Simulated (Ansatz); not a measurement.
Compressing SiO₂: a fit and a missing row

SiO₂, Fddd, a = 4.694 Å, b = 9.397 Å, c = 14.684 Å. This isn't the usual stable structure of the compound. Ansatz: LDA, PAW, 420 eV, Γ-centred 6×6×6 mesh on 12 atoms, Gaussian smearing 0.02 eV; no spin polarisation. Shape and atoms are relaxed at each volume; pressure is positive in compression.

```
V (Å³/atom) P (GPa)
     11.876        ?
     12.281    12.96
     12.686     8.21
     13.091     3.90
     13.495    -0.01
     13.900    -3.54
     14.305    -6.74
     14.845   -10.52
```

**Question.** Take V0 = 13.495 Å³/atom, count pressures from its P0 = -0.01 GPa, fit the third-order Birch–Murnaghan form to the other rows, and predict the missing pressure.

**Answer.** With the Eulerian strain f = ½[(V0/V)^(2/3) − 1] and y = (P − P0)/[3f(1 + 2f)^(5/2)], the form is the line y = B0 + 1.5 B0 (B0′ − 4) f. Rows (f, y): 0.03243, 113.9; 0.02104, 117.5; 0.01023, 121.1; -0.00976, 126.7; -0.01906, 129.7; -0.03079, 133.4. Means f = 0.0006817, y = 123.72; Σ(Δf)² = 0.003003, ΣΔfΔy = -0.9172; the slope is their ratio. y = 123.9 − 305.5 f GPa, so B0 = 123.9 GPa and B0′ = 4 + 2 × (-305.5)/(3 × 123.9) = 2.36. At V = 11.876, f = 0.04447, y = 110.31 and P = 18.20 GPa. The run gave 18.15 GPa, so the fit is 0.05 GPa too high, a small miss on the scale of the series.